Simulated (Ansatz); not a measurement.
# Silicon, bcc under RPBE: ground state and equation of state

What does RPBE give for silicon in the bcc structure? We relax it, solve it on a dense k-mesh, then scale the cell to 7 volumes from 88 to 112 % of the relaxed one and try a fit of the equation of state. Spin polarisation is left out. The k-meshes are 14×14×14 for the relaxation; 23×23×23 for the dense run; 16×16×16 for the volumes.

This is Si in the bcc structure; at room conditions it is diamond.

Program: Ansatz 0.2.0. Level of theory: DFT RPBE, plane waves (420 eV) with PAW, scalar-relativistic; PBE-made PAW files. These are calculated values, not measurements.

## 1. Starting point

Symmetry: Im-3m, No. 229, cubic system. The conventional cell has a = 3.108 Å, b = 3.108 Å, c = 3.108 Å, α = 90.00°, β = 90.00°, γ = 90.00°. Si (site symmetry m-3m) is surrounded by 8 Si at 2.69 Å.

As a file:

```xyz
1
Lattice="-1.5541 1.5541 1.5541 1.5541 -1.5541 1.5541 1.5541 1.5541 -1.5541" Properties=species:S:1:pos:R:3 pbc="T T T"
Si    0.0000    0.0000    0.0000
```

## 2. Relaxing cell and atoms

File input.yaml:

```yaml
crystal:
  lattice:
    - [-1.5541499093, 1.5541499093, 1.5541499093]
    - [1.5541499093, -1.5541499093, 1.5541499093]
    - [1.5541499093, 1.5541499093, -1.5541499093]
  atoms:
    - { symbol: Si, position: [0.0, 0.0, 0.0] }
hamiltonian:
  xc: rpbe
  pseudopotentials:
    kind: paw
    azcp:
      Si: "pseudopotentials/Si.paw.azcp"
basis:
  ecutwfc: 420
  fft_grid_basis: typed
kpoints:
  mp_grid: { grid: [14, 14, 14], shift: [0, 0, 0] }
magnetization:
  spin_polarized: false
scf:
  occupations: { method: fermi_dirac, width: 0.1 }
relax:
  max_steps: 60
  f_tol: 0.01
  cell: {}
```

After this run come: Single point on a dense mesh; The cell scaled to 88 % of its volume; The cell scaled to 92 % of its volume; The cell scaled to 96 % of its volume; The cell scaled to 100 % of its volume; The cell scaled to 104 % of its volume; The cell scaled to 108 % of its volume; The cell scaled to 112 % of its volume.

What does the calculation give? Wanted: space group; conventional cell; volume; shortest distance; gap on the mesh; relative to diamond; V₀, B₀, B₀′.

The runs gave:

| quantity | value |
| --- | --- |
| space group (spins left aside) | Im-3m (No. 229) |
| conventional cell | a = 3.093 Å |
| volume | 14.797 Å³/atom |
| shortest distance | 2.679 Å |
| gap on the mesh | none (levels filled in part) |
| relative to diamond | +555 meV/atom |
| V₀, B₀, B₀′ | 14.826 Å³/atom, 92 GPa, 4.2 |

**Reading.** The relaxation shrank the cell by 1.5 % in volume. Against the reference form of silicon (diamond, computed apart with the same settings) it stands 555 meV/atom higher. No gap shows: it is a metal or semimetal at this level. The fitted modulus is 92 GPa. Relaxation kept the symmetry; phonons were not checked.
